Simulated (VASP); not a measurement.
The system is BaZrO3.

```
CELL_PARAMETERS angstrom
4.19134 0.00000 0.00000
0.00000 4.19134 0.00000
0.00000 0.00000 4.19134
ATOMIC_POSITIONS crystal
Ba 0.00000 0.00000 0.00000
Zr 0.50000 0.50000 0.50000
O 0.50000 0.50000 0.00000
O 0.50000 0.00000 0.50000
O 0.00000 0.50000 0.50000
```

```yaml
Program: VASP 6.6.1
Task: single point
Functional: PBE
Potentials_or_basis: VASP PAW PBE potentials, release 64 (Ba_sv, Zr_sv, O)
Cutoff: 520 eV
k_mesh: 6 × 6 × 6
Occupations: fermi-dirac, width 0.05 eV
Spin: no spin polarisation
```

On this cell: pressure 5.1 GPa; largest force zero by symmetry; band gap on the k mesh 3.19 eV, indirect (least direct gap 3.41 eV).

The same run follows on a disturbed copy (atoms moved at random, drawn with an rms of 0.05 Å):

```xyz
5
Lattice="4.1913 0.0000 0.0000 0.0000 4.1913 0.0000 0.0000 0.0000 4.1913" Properties=species:S:1:pos:R:3 pbc="T T T"
Ba    0.0008    0.0326   -0.0311
Zr    2.0979    2.1304    2.0616
O     2.0656    2.1006    0.0020
O     2.0720    0.0065    2.1233
O    -0.0244    2.1208    2.1151
```

Question: What changes?

Answer: The energy moves by +2.0 meV/atom; pressure 5.2 GPa; largest force 0.299 eV/Å; band gap on the k mesh 3.22 eV, indirect (least direct gap 3.45 eV).

Forces in eV/Å, atoms in the order of the input:
```
Ba  -0.006 -0.011 -0.009
Zr  -0.146 -0.153  0.212
O    0.011 -0.010 -0.072
O   -0.003  0.227 -0.075
O    0.144 -0.053 -0.056
```

Stress tensor (GPa, compression positive):
```
 5.21  0.00 -0.01
 0.00  5.16  0.00
-0.01  0.00  5.33
```

Caveats: spin-orbit coupling is left out, which moves the levels of the heavy elements.

A k mesh can miss the band edges.
